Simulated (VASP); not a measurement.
A VASP 6.6.1 single-point calculation on InSb

INCAR

```
LWAVE = .FALSE.
EDIFF = 1E-7
PREC = Normal
IBRION = -1
SIGMA = 0.02
NSW = 0
NELM = 75
ISIF = 2
ENCUT = 520
NBANDS = 16
LREAL = .FALSE.
ISMEAR = -1
LCHARG = .FALSE.
LASPH = .TRUE.
GGA = PE
```

KPOINTS

```
KPOINTS created by Atomic Simulation Environment
0
Gamma
6 6 6
0 0 0
```

POSCAR

```
In Sb
 1.0000000000000000
     0.0000000000000000    3.3451032681999999    3.2078164390000001
     3.3451032681999999    0.0000000000000000    3.2078164390000001
     3.3451032681999999    3.3451032681999999    0.0000000000000000
 In  Sb
   1   1
Cartesian
  0.0000000000000000  0.0000000000000000  0.0000000000000000
  1.6725516340999997  1.6725516340999997  1.6039082194999998
```

The recommended PBE PAW datasets give the neutral cell 18 valence electrons.

Command

```
mpirun -np 1 vasp_std
```

OSZICAR

```
N       E                     dE             d eps       ncg     rms          rms(c)
DAV:   1     0.115858399482E+03    0.11586E+03   -0.79921E+03   960   0.110E+03
DAV:   2     0.515977617619E+00   -0.11534E+03   -0.11123E+03  1104   0.285E+02
DAV:   3    -0.680582984340E+01   -0.73218E+01   -0.72999E+01  1216   0.738E+01
DAV:   4    -0.701512069091E+01   -0.20929E+00   -0.20924E+00  1264   0.144E+01
DAV:   5    -0.702651411470E+01   -0.11393E-01   -0.11393E-01  1448   0.276E+00    0.382E+00
DAV:   6    -0.693284191886E+01    0.93672E-01   -0.15317E-01  1408   0.571E+00    0.222E+00
DAV:   7    -0.692156378397E+01    0.11278E-01   -0.64444E-02  1248   0.226E+00    0.598E-01
DAV:   8    -0.692277263536E+01   -0.12089E-02   -0.73761E-03  1280   0.954E-01    0.227E-01
DAV:   9    -0.692346945855E+01   -0.69682E-03   -0.98050E-04  1208   0.266E-01    0.754E-02
DAV:  10    -0.692351551120E+01   -0.46053E-04   -0.50684E-05  1352   0.469E-02    0.370E-02
DAV:  11    -0.692356007800E+01   -0.44567E-04   -0.82732E-05  1152   0.559E-02    0.252E-02
DAV:  12    -0.692356145102E+01   -0.13730E-05   -0.14246E-06  1232   0.751E-03    0.777E-03
DAV:  13    -0.692356219133E+01   -0.74031E-06   -0.14811E-06  1176   0.643E-03    0.400E-03
DAV:  14    -0.692356191286E+01    0.27848E-06   -0.66589E-08  1032   0.207E-03    0.129E-03
DAV:  15    -0.692356191819E+01   -0.53344E-08   -0.16921E-08   824   0.933E-04
   1 F= -.69235619E+01 E0= -.69235476E+01  d E =-.287279E-04
```

From OUTCAR

```
k-points           NKPTS =     30   k-points in BZ     NKDIM =     30   number of bands    NBANDS=     16

   NELECT =      18.0000    total number of electrons

   dimension x,y,z NGX =    28 NGY =   28 NGZ =   28
   dimension x,y,z NGXF=    56 NGYF=   56 NGZF=   56

  energy-cutoff  :      520.00
  volume of cell :       71.79
      direct lattice vectors                 reciprocal lattice vectors
     0.000000000  3.345103268  3.207816439    -0.149472217  0.149472217  0.155869268
     3.345103268  0.000000000  3.207816439     0.149472217 -0.149472217  0.155869268
     3.345103268  3.345103268  0.000000000     0.149472217  0.149472217 -0.155869268

 k-points in reciprocal lattice and weights: KPOINTS created by Atomic Simulation Env
   0.00000000  0.00000000  0.00000000       0.005
   0.16666667 -0.00000000  0.00000000       0.037
   0.33333333 -0.00000000  0.00000000       0.037
   0.50000000 -0.00000000  0.00000000       0.019
   0.16666667  0.16666667  0.00000000       0.009
   0.33333333  0.16666667  0.00000000       0.037
   0.50000000  0.16666667  0.00000000       0.037
  -0.33333333  0.16666667  0.00000000       0.037
   ...

 E-fermi :   4.5917

 k-point     1 :       0.0000    0.0000    0.0000
  band No.  band energies     occupation
      1      -9.9533      2.00000
      2      -9.9533      2.00000
      3      -9.9447      2.00000
      4      -9.8842      2.00000
      5      -9.8767      2.00000
      6      -5.8265      2.00000
      7       4.0468      2.00000
      8       4.4923      1.98625
      9       4.4923      1.98624
     10       4.6771      0.02754
     11       7.4616      0.00000
     12       7.5551      0.00000
     13       7.5551      0.00000
     14      10.2371      0.00000
     15      12.4282      0.00000
     16      12.9631      0.00000

 k-point     2 :       0.1667   -0.0000    0.0000
  band No.  band energies     occupation
      1      -9.9605      2.00000
      2      -9.9488      2.00000
      3      -9.9427      2.00000
      4      -9.8846      2.00000
      5      -9.8765      2.00000
      6      -5.5975      2.00000
      7       2.0846      2.00000
      8       4.1693      2.00000
      9       4.3305      2.00000
     10       5.3880      0.00000
     11       7.8727      0.00000
     12       7.9585      0.00000
     13       8.2262      0.00000
     14      11.2901      0.00000
     15      11.6772      0.00000
     16      11.9844      0.00000

 k-point     3 :       0.3333   -0.0000    0.0000
  band No.  band energies     occupation
      1      -9.9785      2.00000
      2      -9.9409      2.00000
      3      -9.9358      2.00000
      4      -9.8846      2.00000
      5      -9.8750      2.00000
      6      -5.0115      2.00000
      7       0.0947      2.00000
      8       3.6962      2.00000
      9       3.9163      2.00000
     10       5.1403      0.00000
     11       8.2789      0.00000
     12       8.4040      0.00000
     13      10.1831      0.00000
     14      11.2385      0.00000
     15      12.2388      0.00000
     16      12.2415      0.00000

 ...

  Total        0.1563444      0.1563444      0.5871160      0.0000000      0.0000000      0.0000000
  in kB        3.4892684      3.4892684     13.1031574      0.0000000      0.0000000      0.0000000
  external PRESSURE =       6.6938981 kB  Pullay stress =       0.0000000 kB

 POSITION                                       TOTAL-FORCE (eV/Angst)
 -----------------------------------------------------------------------------------
      0.00000      0.00000      0.00000        -0.000000     -0.000000     -0.000000
      1.67255      1.67255      1.60391         0.000000      0.000000      0.000000
 -----------------------------------------------------------------------------------
    total drift:                                0.000000      0.000000      0.000000

  FREE ENERGIE OF THE ION-ELECTRON SYSTEM (eV)
  ---------------------------------------------------
  free  energy   TOTEN  =        -6.9235619182 eV

  energy  without entropy=       -6.9235331903  energy(sigma->0) =       -6.92354755
```

It converged. Results: gap between bands v and c on the k mesh 0.18 eV; least direct gap on the k mesh 0.18 eV; pressure 0.7 GPa. Band v is the last that the valence electrons fill when counted band by band, and c is the next.

For comparison, a separate PBE run of the intended cell, on usual settings and not on those above, gives a gap of 0.18 eV on its mesh and a pressure of 0.7 GPa.

The run above took about 23 s on one core of a shared host (Intel Xeon Platinum 8488C) and held 0.18 GiB at most.
